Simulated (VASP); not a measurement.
Crystal: MgS.

```
S Mg
1.0
     4.03462    0.00000    0.00000
    -2.01731    3.49409    0.00000
     0.00000    0.00000    6.43229
S Mg
2 2
Direct
  0.66667 0.33333 0.87924
  0.33333 0.66667 0.37924
  0.33333 0.66667 0.99575
  0.66667 0.33333 0.49575
```

The cell comes from a database or a generator and needn't be the stable form of this composition.

Base run:

```yaml
Program: VASP 6.6.1
Functional: HSE03
Potentials_or_basis: VASP PAW PBE potentials, release 64 (S, Mg)
Cutoff: 520 eV
k_mesh: 6 × 6 × 4
Occupations: gaussian, width 0.02 eV
Spin: no spin polarisation
```

Its results: band gap on the k mesh 4.28 eV, direct; pressure -0.1 GPa; largest force 0.053 eV/Å.

Problem. The run is repeated on the same cell with these changes: functional from HSE03 to PBE0. What comes out?

Solution. Band gap on the k mesh 5.17 eV, direct; pressure -0.2 GPa; largest force 0.053 eV/Å.

Caveats: the PAW data sets were made with another functional, which shifts forces and pressure a little.
